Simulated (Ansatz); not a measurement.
# InP: consecutive steps of a trajectory

All numbers below come from DFT PBEsol, scalar-relativistic, plane waves, PAW in Ansatz. Settings: plane waves to 420 eV, k-mesh 2×2×2 (shifted by 0.5, 0.5, 0.5 steps), Fermi–Dirac smearing 0.069 eV. The mesh is coarse. No spin polarisation.

16 atoms, starting at 1.02 times the perfect crystal's volume (space group Fm-3m, the cell as given, not relaxed at this level); constant energy, velocities drawn at 800 K, fixed cell; 33 steps of 3 fs. The run is short and not equilibrated.

Positions in Å, velocities in 0.01 Å/fs, forces in eV/Å; dE is the potential energy from the first frame shown.

```xyz
16
Lattice="0.0000 5.7478 -5.7478 -5.7478 0.0000 -5.7478 -5.7478 5.7478 0.0000" Properties=species:S:1:pos:R:3:v100:R:3:forces:R:3 pbc="T T T" time_fs=33.00 dE_eV=0.0000 T_K=516
In   -2.8790    2.7811   -5.7045   -0.0091   -0.2631    0.0517    0.0509    0.1772   -0.9818
In   -2.9110    0.0356   -2.7614   -0.1282    0.0932    0.3483   -0.1566   -0.1407    0.0698
In   -0.1404    2.7825   -2.8681   -0.3672   -0.2549   -0.0294    0.6386    0.1895   -0.5490
In    0.0405   -0.0359   -0.0371    0.1006   -0.1017   -0.0455   -0.2359    0.0675    0.8250
In   -5.7643    5.7361   -5.8091    0.0031   -0.0198   -0.1970    0.6507    0.1460   -0.1308
In   -5.7639    2.9808   -2.9326   -0.0631    0.2692   -0.1651   -0.1501   -0.6086    0.1379
In   -2.9025    5.6919   -2.7903   -0.0731   -0.1306    0.2354    0.1238    0.4146   -0.2004
In   -2.8018    3.0237    0.0093    0.1853    0.4121    0.0547   -0.3464   -0.4078    0.3082
P    -5.6740    5.7744   -8.8160    0.3603    0.2379   -0.6311    0.3124    0.4293   -0.0736
P    -5.8256    2.8893   -6.0066   -0.1972   -0.0158   -0.6119    0.1074   -0.1123    0.5165
P    -2.8909    5.5919   -5.7115   -0.2219   -0.3313    0.0442   -0.4447    0.3151   -0.1873
P    -2.7285    3.0132   -3.1830    0.2082    0.2672   -0.6617   -0.6556   -0.3943    0.9024
P    -8.5302    8.6169   -8.6083    0.1650   -0.0948    0.0861   -0.2514   -0.1880    0.0926
P    -8.3779    5.7471   -5.7751    0.6766    0.1150   -0.0740   -0.2553    0.2935    0.0274
P    -5.6614    8.6954   -5.6697    0.4365    0.0498    0.2411    0.4392   -0.4562    0.0344
P    -5.8077    5.6375   -2.5734   -0.1241   -0.2443    0.6691    0.1729    0.2752   -0.7911
16
Lattice="0.0000 5.7478 -5.7478 -5.7478 0.0000 -5.7478 -5.7478 5.7478 0.0000" Properties=species:S:1:pos:R:3:v100:R:3:forces:R:3 pbc="T T T" time_fs=36.00 dE_eV=0.0694 T_K=480
In   -2.8793    2.7732   -5.7034   -0.0079   -0.2585    0.0256    0.0488    0.1913   -1.0883
In   -2.9149    0.0383   -2.7509   -0.1322    0.0896    0.3501   -0.1585   -0.1456    0.0710
In   -0.1512    2.7749   -2.8692   -0.3505   -0.2501   -0.0440    0.6879    0.1871   -0.6057
In    0.0434   -0.0389   -0.0381    0.0945   -0.1000   -0.0236   -0.2528    0.0664    0.9104
In   -5.7639    5.7356   -5.8151    0.0206   -0.0161   -0.2004    0.7362    0.1484   -0.1380
In   -5.7658    2.9887   -2.9375   -0.0670    0.2532   -0.1615   -0.1589   -0.6631    0.1476
In   -2.9047    5.6882   -2.7833   -0.0700   -0.1197    0.2301    0.1238    0.4435   -0.2210
In   -2.7964    3.0359    0.0110    0.1763    0.4015    0.0628   -0.3704   -0.4285    0.3357
P    -5.6627    5.7821   -8.8350    0.3889    0.2790   -0.6369    0.2997    0.4509   -0.0498
P    -5.8313    2.8887   -6.0243   -0.1869   -0.0255   -0.5613    0.1138   -0.0946    0.5668
P    -2.8982    5.5824   -5.7105   -0.2641   -0.3022    0.0263   -0.4590    0.3082   -0.1976
P    -2.7232    3.0207   -3.2015    0.1453    0.2301   -0.5727   -0.6910   -0.4008    1.0032
P    -8.5256    8.6138   -8.6056    0.1418   -0.1123    0.0946   -0.2445   -0.1859    0.0876
P    -8.3580    5.7510   -5.7773    0.6501    0.1424   -0.0714   -0.3107    0.2933    0.0281
P    -5.6477    8.6963   -5.6624    0.4779    0.0065    0.2444    0.4472   -0.4707    0.0373
P    -5.8111    5.6306   -2.5545   -0.1072   -0.2175    0.5907    0.1886    0.3001   -0.8872
16
Lattice="0.0000 5.7478 -5.7478 -5.7478 0.0000 -5.7478 -5.7478 5.7478 0.0000" Properties=species:S:1:pos:R:3:v100:R:3:forces:R:3 pbc="T T T" time_fs=39.00 dE_eV=0.1308 T_K=448
In   -2.8795    2.7656   -5.7030   -0.0067   -0.2535   -0.0029    0.0457    0.2083   -1.1783
In   -2.9189    0.0410   -2.7404   -0.1361    0.0859    0.3519   -0.1557   -0.1487    0.0703
In   -0.1615    2.7675   -2.8708   -0.3326   -0.2455   -0.0599    0.7300    0.1826   -0.6579
In    0.0461   -0.0419   -0.0385    0.0879   -0.0984    0.0002   -0.2678    0.0626    0.9780
In   -5.7630    5.7351   -5.8212    0.0402   -0.0123   -0.2039    0.8206    0.1487   -0.1426
In   -5.7679    2.9960   -2.9423   -0.0711    0.2358   -0.1577   -0.1660   -0.7143    0.1558
In   -2.9067    5.6847   -2.7765   -0.0669   -0.1082    0.2243    0.1219    0.4686   -0.2414
In   -2.7913    3.0478    0.0130    0.1667    0.3905    0.0716   -0.3914   -0.4464    0.3599
P    -5.6506    5.7911   -8.8542    0.4160    0.3219   -0.6400    0.2789    0.4682   -0.0178
P    -5.8368    2.8878   -6.0403   -0.1760   -0.0334   -0.5062    0.1185   -0.0738    0.6130
P    -2.9068    5.5738   -5.7100   -0.3074   -0.2739    0.0074   -0.4676    0.2968   -0.2054
P    -2.7198    3.0270   -3.2173    0.0795    0.1926   -0.4748   -0.7167   -0.4023    1.0901
P    -8.5217    8.6101   -8.6026    0.1195   -0.1295    0.1025   -0.2341   -0.1813    0.0830
P    -8.3389    5.7556   -5.7794    0.6184    0.1695   -0.0688   -0.3680    0.2864    0.0281
P    -5.6328    8.6958   -5.6550    0.5198   -0.0378    0.2479    0.4495   -0.4779    0.0378
P    -5.8141    5.6245   -2.5380   -0.0889   -0.1884    0.5038    0.2022    0.3222   -0.9725
16
Lattice="0.0000 5.7478 -5.7478 -5.7478 0.0000 -5.7478 -5.7478 5.7478 0.0000" Properties=species:S:1:pos:R:3:v100:R:3:forces:R:3 pbc="T T T" time_fs=42.00 dE_eV=0.1808 T_K=423
In   -2.8797    2.7580   -5.7035   -0.0056   -0.2479   -0.0335    0.0418    0.2296   -1.2461
In   -2.9231    0.0435   -2.7298   -0.1399    0.0822    0.3536   -0.1475   -0.1499    0.0674
In   -0.1712    2.7602   -2.8728   -0.3138   -0.2410   -0.0771    0.7641    0.1767   -0.7034
In    0.0487   -0.0448   -0.0381    0.0810   -0.0969    0.0254   -0.2806    0.0557    1.0209
In   -5.7615    5.7348   -5.8273    0.0619   -0.0086   -0.2076    0.9006    0.1468   -0.1447
In   -5.7701    3.0028   -2.9470   -0.0753    0.2172   -0.1536   -0.1713   -0.7615    0.1624
In   -2.9087    5.6817   -2.7699   -0.0639   -0.0962    0.2179    0.1183    0.4898   -0.2612
In   -2.7864    3.0593    0.0153    0.1566    0.3791    0.0809   -0.4088   -0.4612    0.3804
P    -5.6378    5.8014   -8.8734    0.4407    0.3663   -0.6398    0.2503    0.4814    0.0225
P    -5.8419    2.8867   -6.0546   -0.1648   -0.0392   -0.4471    0.1211   -0.0508    0.6528
P    -2.9167    5.5660   -5.7100   -0.3512   -0.2469   -0.0120   -0.4701    0.2815   -0.2103
P    -2.7184    3.0322   -3.2300    0.0118    0.1551   -0.3698   -0.7321   -0.3998    1.1571
P    -8.5185    8.6060   -8.5994    0.0982   -0.1461    0.1101   -0.2210   -0.1745    0.0796
P    -8.3209    5.7611   -5.7814    0.5814    0.1956   -0.0662   -0.4243    0.2728    0.0277
P    -5.6165    8.6940   -5.6476    0.5616   -0.0825    0.2513    0.4462   -0.4774    0.0357
P    -5.8165    5.6193   -2.5243   -0.0695   -0.1574    0.4097    0.2132    0.3409   -1.0408
16
Lattice="0.0000 5.7478 -5.7478 -5.7478 0.0000 -5.7478 -5.7478 5.7478 0.0000" Properties=species:S:1:pos:R:3:v100:R:3:forces:R:3 pbc="T T T" time_fs=45.00 dE_eV=0.2168 T_K=404
In   -2.8798    2.7507   -5.7050   -0.0046   -0.2418   -0.0654    0.0371    0.2561   -1.2871
In   -2.9273    0.0459   -2.7191   -0.1435    0.0784    0.3552   -0.1336   -0.1492    0.0620
In   -0.1803    2.7530   -2.8754   -0.2942   -0.2366   -0.0953    0.7893    0.1699   -0.7403
In    0.0510   -0.0477   -0.0369    0.0738   -0.0956    0.0513   -0.2914    0.0456    1.0335
In   -5.7593    5.7346   -5.8336    0.0855   -0.0049   -0.2112    0.9728    0.1428   -0.1445
In   -5.7724    3.0091   -2.9515   -0.0797    0.1975   -0.1495   -0.1747   -0.8041    0.1670
In   -2.9106    5.6790   -2.7634   -0.0609   -0.0836    0.2111    0.1136    0.5069   -0.2804
In   -2.7819    3.0705    0.0179    0.1462    0.3673    0.0907   -0.4218   -0.4730    0.3970
P    -5.6242    5.8131   -8.8926    0.4624    0.4117   -0.6354    0.2141    0.4905    0.0717
P    -5.8467    2.8854   -6.0671   -0.1535   -0.0428   -0.3846    0.1214   -0.0262    0.6840
P    -2.9279    5.5590   -5.7107   -0.3950   -0.2214   -0.0317   -0.4662    0.2625   -0.2119
P    -2.7191    3.0363   -3.2395   -0.0569    0.1179   -0.2597   -0.7368   -0.3948    1.1994
P    -8.5158    8.6014   -8.5960    0.0783   -0.1620    0.1175   -0.2057   -0.1659    0.0777
P    -8.3040    5.7674   -5.7834    0.5393    0.2202   -0.0636   -0.4765    0.2524    0.0273
P    -5.5991    8.6909   -5.6400    0.6029   -0.1267    0.2545    0.4372   -0.4692    0.0310
P    -5.8183    5.6150   -2.5134   -0.0492   -0.1248    0.3103    0.2212    0.3558   -1.0864
16
Lattice="0.0000 5.7478 -5.7478 -5.7478 0.0000 -5.7478 -5.7478 5.7478 0.0000" Properties=species:S:1:pos:R:3:v100:R:3:forces:R:3 pbc="T T T" time_fs=48.00 dE_eV=0.2370 T_K=394
In   -2.8799    2.7435   -5.7075   -0.0037   -0.2350   -0.0980    0.0316    0.2887   -1.2982
In   -2.9317    0.0482   -2.7085   -0.1466    0.0747    0.3567   -0.1136   -0.1469    0.0536
In   -0.1888    2.7460   -2.8785   -0.2741   -0.2324   -0.1143    0.8051    0.1627   -0.7664
In    0.0531   -0.0506   -0.0350    0.0663   -0.0947    0.0771   -0.3003    0.0320    1.0112
In   -5.7564    5.7345   -5.8400    0.1108   -0.0014   -0.2148    1.0332    0.1366   -0.1425
In   -5.7748    3.0147   -2.9559   -0.0841    0.1767   -0.1453   -0.1763   -0.8411    0.1695
In   -2.9123    5.6766   -2.7572   -0.0581   -0.0707    0.2038    0.1079    0.5201   -0.2985
In   -2.7776    3.0814    0.0208    0.1354    0.3552    0.1008   -0.4298   -0.4818    0.4097
P    -5.6100    5.8261   -8.9115    0.4804    0.4578   -0.6260    0.1709    0.4959    0.1300
P    -5.8511    2.8841   -6.0777   -0.1423   -0.0440   -0.3197    0.1192   -0.0009    0.7045
P    -2.9404    5.5527   -5.7119   -0.4380   -0.1980   -0.0514   -0.4550    0.2399   -0.2098
P    -2.7219    3.0393   -3.2456   -0.1254    0.0814   -0.1470   -0.7308   -0.3881    1.2137
P    -8.5138    8.5963   -8.5924    0.0598   -0.1770    0.1247   -0.1887   -0.1559    0.0773
P    -8.2885    5.7743   -5.7853    0.4927    0.2425   -0.0611   -0.5216    0.2254    0.0272
P    -5.5804    8.6864   -5.6323    0.6431   -0.1698    0.2570    0.4224   -0.4530    0.0235
P    -5.8194    5.6118   -2.5056   -0.0283   -0.0911    0.2079    0.2256    0.3665   -1.1049
16
Lattice="0.0000 5.7478 -5.7478 -5.7478 0.0000 -5.7478 -5.7478 5.7478 0.0000" Properties=species:S:1:pos:R:3:v100:R:3:forces:R:3 pbc="T T T" time_fs=51.00 dE_eV=0.2409 T_K=392
In   -2.8800    2.7366   -5.7109   -0.0030   -0.2272   -0.1305    0.0248    0.3277   -1.2785
In   -2.9361    0.0504   -2.6977   -0.1491    0.0710    0.3579   -0.0874   -0.1433    0.0421
In   -0.1967    2.7391   -2.8822   -0.2537   -0.2284   -0.1338    0.8114    0.1556   -0.7801
In    0.0550   -0.0534   -0.0323    0.0587   -0.0941    0.1018   -0.3074    0.0150    0.9520
In   -5.7527    5.7345   -5.8465    0.1374    0.0019   -0.2184    1.0777    0.1284   -0.1391
In   -5.7774    3.0197   -2.9602   -0.0885    0.1551   -0.1410   -0.1759   -0.8720    0.1700
In   -2.9140    5.6747   -2.7512   -0.0555   -0.0574    0.1961    0.1017    0.5293   -0.3154
In   -2.7737    3.0918    0.0240    0.1246    0.3430    0.1113   -0.4319   -0.4874    0.4186
P    -5.5954    5.8406   -8.9301    0.4940    0.5042   -0.6107    0.1213    0.4975    0.1975
P    -5.8552    2.8828   -6.0863   -0.1313   -0.0429   -0.2535    0.1143    0.0245    0.7130
P    -2.9542    5.5471   -5.7138   -0.4797   -0.1768   -0.0707   -0.4356    0.2140   -0.2033
P    -2.7266    3.0412   -3.2483   -0.1929    0.0455   -0.0343   -0.7140   -0.3805    1.1986
P    -8.5122    8.5908   -8.5885    0.0431   -0.1911    0.1320   -0.1701   -0.1443    0.0781
P    -8.2745    5.7819   -5.7871    0.4423    0.2620   -0.0585   -0.5564    0.1920    0.0274
P    -5.5605    8.6807   -5.6245    0.6816   -0.2110    0.2587    0.4014   -0.4292    0.0132
P    -5.8200    5.6096   -2.5009   -0.0072   -0.0565    0.1052    0.2262    0.3726   -1.0939
```

Q: What is the next frame?

A:
```xyz
16
Lattice="0.0000 5.7478 -5.7478 -5.7478 0.0000 -5.7478 -5.7478 5.7478 0.0000" Properties=species:S:1:pos:R:3:v100:R:3:forces:R:3 pbc="T T T" time_fs=54.00 dE_eV=0.2293 T_K=398
In   -2.8801    2.7299   -5.7153   -0.0025   -0.2184   -0.1621    0.0162    0.3732   -1.2290
In   -2.9406    0.0524   -2.6870   -0.1509    0.0674    0.3588   -0.0550   -0.1386    0.0270
In   -0.2040    2.7323   -2.8866   -0.2333   -0.2245   -0.1534    0.8082    0.1490   -0.7803
In    0.0566   -0.0562   -0.0289    0.0509   -0.0939    0.1246   -0.3127   -0.0050    0.8562
In   -5.7481    5.7346   -5.8531    0.1649    0.0050   -0.2218    1.1027    0.1182   -0.1346
In   -5.7802    3.0240   -2.9644   -0.0930    0.1329   -0.1367   -0.1738   -0.8958    0.1684
In   -2.9157    5.6732   -2.7455   -0.0530   -0.0440    0.1879    0.0951    0.5344   -0.3310
In   -2.7702    3.1019    0.0274    0.1137    0.3307    0.1219   -0.4273   -0.4902    0.4236
P    -5.5804    5.8564   -8.9482    0.5028    0.5506   -0.5887    0.0660    0.4953    0.2734
P    -5.8590    2.8815   -6.0929   -0.1210   -0.0395   -0.1871    0.1067    0.0494    0.7083
P    -2.9692    5.5421   -5.7162   -0.5190   -0.1581   -0.0892   -0.4068    0.1847   -0.1919
P    -2.7334    3.0420   -3.2477   -0.2584    0.0103    0.0757   -0.6866   -0.3721    1.1551
P    -8.5112    8.5848   -8.5845    0.0281   -0.2039    0.1394   -0.1504   -0.1314    0.0798
P    -8.2620    5.7900   -5.7888    0.3893    0.2781   -0.0559   -0.5784    0.1526    0.0283
P    -5.5395    8.6738   -5.6168    0.7178   -0.2497    0.2593    0.3735   -0.3978    0.0001
P    -5.8199    5.6084   -2.4993    0.0137   -0.0217    0.0049    0.2225    0.3739   -1.0534
```

Cost: 1 run of about 11 core-minutes (earlier runs that led there not counted), on Arm Neoverse N1 (shared hosts).